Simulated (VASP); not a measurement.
**VASP 6.6.1, r²SCAN single-point calculation, InP (strained zincblende)**

INCAR

```
METAGGA = R2SCAN
EDIFF = 1E-7
ENCUT = 520
PREC = Accurate
LCHARG = .FALSE.
LREAL = .FALSE.
NSW = 0
LASPH = .TRUE.
LWAVE = .FALSE.
SIGMA = 0.01
NELM = 120
NBANDS = 16
ISMEAR = 0
ALGO = Normal
IBRION = -1
ISIF = 2
```

KPOINTS

```
KPOINTS created by Atomic Simulation Environment
0
Gamma
8 8 8
0 0 0
```

KPOINTS_OPT

```
special points
6
Reciprocal
0.0000000000 0.0000000000 0.0000000000 1
-0.5000000000 -0.5000000000 0.0000000000 1
-0.3750000000 -0.3750000000 0.2500000000 1
-0.3750000000 0.0000000000 0.3750000000 1
0.0000000000 0.0000000000 0.5000000000 1
-0.5000000000 -0.2500000000 0.2500000000 1
```

POSCAR

```
In P
 1.0000000000000000
     0.0000000000000000    2.8356361294000001    2.8356361294000001
     2.8356361294000001    0.0000000000000000    2.8356361294000001
     2.8356361294000001    2.8356361294000001    0.0000000000000000
 In  P
   1   1
Cartesian
  0.0000000000000000  0.0000000000000000  0.0000000000000000
  1.4178180647000000  1.4178180647000000  1.4178180647000000
```

VASP ran with the recommended PBE PAW datasets (18 valence electrons in the cell).

Command

```
mpirun -np 1 vasp_std
```

From OUTCAR

```
k-points           NKPTS =     29   k-points in BZ     NKDIM =     29   number of bands    NBANDS=     16

   NELECT =      18.0000    total number of electrons

   dimension x,y,z NGX =    30 NGY =   30 NGZ =   30
   dimension x,y,z NGXF=    60 NGYF=   60 NGZF=   60

  energy-cutoff  :      520.00
  volume of cell :       45.60
      direct lattice vectors                 reciprocal lattice vectors
     0.000000000  2.835636129  2.835636129    -0.176327278  0.176327278  0.176327278
     2.835636129  0.000000000  2.835636129     0.176327278 -0.176327278  0.176327278
     2.835636129  2.835636129  0.000000000     0.176327278  0.176327278 -0.176327278

 k-points in reciprocal lattice and weights: KPOINTS created by Atomic Simulation Env
   0.00000000  0.00000000  0.00000000       0.002
   0.12500000  0.00000000  0.00000000       0.016
   0.25000000  0.00000000  0.00000000       0.016
   0.37500000  0.00000000  0.00000000       0.016
   0.50000000  0.00000000  0.00000000       0.008
   0.12500000  0.12500000  0.00000000       0.012
   0.25000000  0.12500000  0.00000000       0.047
   0.37500000  0.12500000  0.00000000       0.047
   ...

 E-fermi :   6.2483

 k-point     1 :       0.0000    0.0000    0.0000
  band No.  band energies     occupation
      1      -8.7284      2.00000
      2      -8.7284      2.00000
      3      -8.7284      2.00000
      4      -8.4873      2.00000
      5      -8.4873      2.00000
      6      -6.5840      2.00000
      7       6.1686      2.00000
      8       6.1686      2.00000
      9       6.1686      2.00000
     10       7.9064      0.00000
     11      10.5843      0.00000
     12      10.5843      0.00000
     13      10.5844      0.00000
     14      15.8343      0.00000
     15      16.2354      0.00000
     16      16.2354      0.00000

 k-point     2 :       0.1250    0.0000    0.0000
  band No.  band energies     occupation
      1      -8.7632      2.00000
      2      -8.7172      2.00000
      3      -8.7172      2.00000
      4      -8.4873      2.00000
      5      -8.4873      2.00000
      6      -6.3610      2.00000
      7       4.6447      2.00000
      8       5.9415      2.00000
      9       5.9415      2.00000
     10       8.6570      0.00000
     11      10.8640      0.00000
     12      10.9111      0.00000
     13      10.9111      0.00000
     14      15.5215      0.00000
     15      15.5215      0.00000
     16      16.6009      0.00000

 k-point     3 :       0.2500    0.0000    0.0000
  band No.  band energies     occupation
      1      -8.8372      2.00000
      2      -8.6930      2.00000
      3      -8.6930      2.00000
      4      -8.4837      2.00000
      5      -8.4837      2.00000
      6      -5.7431      2.00000
      7       2.4484      2.00000
      8       5.4939      2.00000
      9       5.4939      2.00000
     10       8.6481      0.00000
     11      11.3766      0.00000
     12      11.3767      0.00000
     13      12.2319      0.00000
     14      15.2982      0.00000
     15      15.2982      0.00000
     16      16.0737      0.00000

 k-point     4 :       0.3750    0.0000    0.0000
  band No.  band energies     occupation
      1      -8.9017      2.00000
      2      -8.6743      2.00000
      3      -8.6742      2.00000
      4      -8.4742      2.00000
      5      -8.4742      2.00000
      6      -4.9048      2.00000
      7       0.5582      2.00000
      8       5.1315      2.00000
      9       5.1315      2.00000
     10       8.3918      0.00000
     11      11.3914      0.00000
     12      11.3914      0.00000
     13      13.5865      0.00000
     14      16.0311      0.00000
     15      16.3975      0.00000
     16      16.3975      0.00000

 k-point     5 :       0.5000    0.0000    0.0000
  band No.  band energies     occupation
      1      -8.9265      2.00000
      2      -8.6684      2.00000
      3      -8.6683      2.00000
      4      -8.4682      2.00000
      5      -8.4682      2.00000
      6      -4.4045      2.00000
      7      -0.3064      2.00000
      8       4.9978      2.00000
      9       4.9978      2.00000
     10       8.2899      0.00000
     11      11.3130      0.00000
     12      11.3130      0.00000
     13      13.8996      0.00000
     14      16.8222      0.00000
     15      17.6308      0.00000
     16      17.6308      0.00000

 k-point     6 :       0.1250    0.1250    0.0000
  band No.  band energies     occupation
      1      -8.7848      2.00000
      2      -8.7064      2.00000
      3      -8.7064      2.00000
      4      -8.4969      2.00000
      5      -8.4796      2.00000
      6      -6.2887      2.00000
      7       4.7465      2.00000
      8       5.5387      2.00000
      9       5.5387      2.00000
     10       9.2295      0.00000
     11       9.8879      0.00000
     12      11.4528      0.00000
     13      11.4528      0.00000
     14      14.4297      0.00000
     15      16.3764      0.00000
     16      17.1597      0.00000

 k-point     7 :       0.2500    0.1250    0.0000
  band No.  band energies     occupation
      1      -8.8434      2.00000
      2      -8.6858      2.00000
      3      -8.6809      2.00000
      4      -8.5038      2.00000
      5      -8.4721      2.00000
      6      -5.8051      2.00000
      7       3.0595      2.00000
      8       5.0350      2.00000
      9       5.1100      2.00000
     10       9.4558      0.00000
     11      10.1941      0.00000
     12      12.0286      0.00000
     13      12.1392      0.00000
     14      14.2904      0.00000
     15      16.2495      0.00000
     16      17.5296      0.00000

 k-point     8 :       0.3750    0.1250    0.0000
  band No.  band energies     occupation
      1      -8.9005      2.00000
      2      -8.6694      2.00000
      3      -8.6597      2.00000
      4      -8.4990      2.00000
      5      -8.4648      2.00000
      6      -5.0263      2.00000
      7       1.1590      2.00000
      8       4.5501      2.00000
      9       4.7151      2.00000
     10       9.2323      0.00000
     11      10.8696      0.00000
     12      12.2182      0.00000
     13      12.5727      0.00000
     14      15.5952      0.00000
     15      16.9809      0.00000
     16      17.0925      0.00000

 k-point     9 :       0.5000    0.1250    0.0000
  band No.  band energies     occupation
      1      -8.9309      2.00000
      2      -8.6621      2.00000
      3      -8.6524      2.00000
      4      -8.4844      2.00000
      5      -8.4652      2.00000
      6      -4.3306      2.00000
      7      -0.0933      2.00000
      8       4.1114      2.00000
      9       4.6909      2.00000
     10       9.1175      0.00000
     11      10.8961      0.00000
     12      11.9288      0.00000
     13      14.0051      0.00000
     14      16.1656      0.00000
     15      17.6593      0.00000
     16      17.9527      0.00000

 k-point    10 :      -0.3750    0.1250    0.0000
  band No.  band energies     occupation
      1      -8.9216      2.00000
      2      -8.6630      2.00000
      3      -8.6585      2.00000
      4      -8.4782      2.00000
      5      -8.4745      2.00000
      6      -4.5076      2.00000
      7       0.2023      2.00000
      8       3.9537      2.00000
      9       4.9645      2.00000
     10       9.1901      0.00000
     11      11.0704      0.00000
     12      11.7209      0.00000
     13      13.8707      0.00000
     14      16.0250      0.00000
     15      16.6435      0.00000
     16      18.1828      0.00000

 k-point    11 :      -0.2500    0.1250    0.0000
  band No.  band energies     occupation
      1      -8.8755      2.00000
      2      -8.6783      2.00000
      3      -8.6730      2.00000
      4      -8.4919      2.00000
      5      -8.4752      2.00000
      6      -5.3062      2.00000
      7       1.7583      2.00000
      8       4.1594      2.00000
      9       5.4393      2.00000
     10       9.4030      0.00000
     11      11.3716      0.00000
     12      11.5289      0.00000
     13      12.3350      0.00000
     14      14.6465      0.00000
     15      16.7830      0.00000
     16      17.3429      0.00000

 k-point    12 :      -0.1250    0.1250    0.0000
  band No.  band energies     occupation
      1      -8.8116      2.00000
      2      -8.7043      2.00000
      3      -8.6939      2.00000
      4      -8.4938      2.00000
      5      -8.4804      2.00000
      6      -6.0076      2.00000
      7       3.5475      2.00000
      8       4.8709      2.00000
      9       5.8842      2.00000
     10       9.3364      0.00000
     11      10.7616      0.00000
     12      11.0692      0.00000
     13      11.8540      0.00000
     14      14.5739      0.00000
     15      15.7269      0.00000
     16      17.6854      0.00000

 ...

  Total        3.0770938      3.0770938      3.0770938     -0.0000000     -0.0000000     -0.0000000
  in kB      108.1109852    108.1109852    108.1109852     -0.0000000     -0.0000000     -0.0000000
  external PRESSURE =     108.1109852 kB  Pullay stress =       0.0000000 kB

 POSITION                                       TOTAL-FORCE (eV/Angst)
 -----------------------------------------------------------------------------------
      0.00000      0.00000      0.00000         0.000000     -0.000000      0.000000
      1.41782      1.41782      1.41782        -0.000000      0.000000     -0.000000
 -----------------------------------------------------------------------------------
    total drift:                               -0.000003     -0.000003     -0.000003

  FREE ENERGIE OF THE ION-ELECTRON SYSTEM (eV)
  ---------------------------------------------------
  free  energy   TOTEN  =       -32.1185405887 eV

  energy  without entropy=      -32.1185405887  energy(sigma->0) =      -32.11854059
```

```yaml
gap_between_bands_v_and_c: 1.74 eV
least_direct_gap: 1.74 eV
pressure: 10.8 GPa
```

Band v is the last that the valence electrons fill when counted band by band, and c is the next.

The run took about 93 s on one core of a shared host (Intel Xeon Platinum 8488C) and held 0.18 GiB at most.
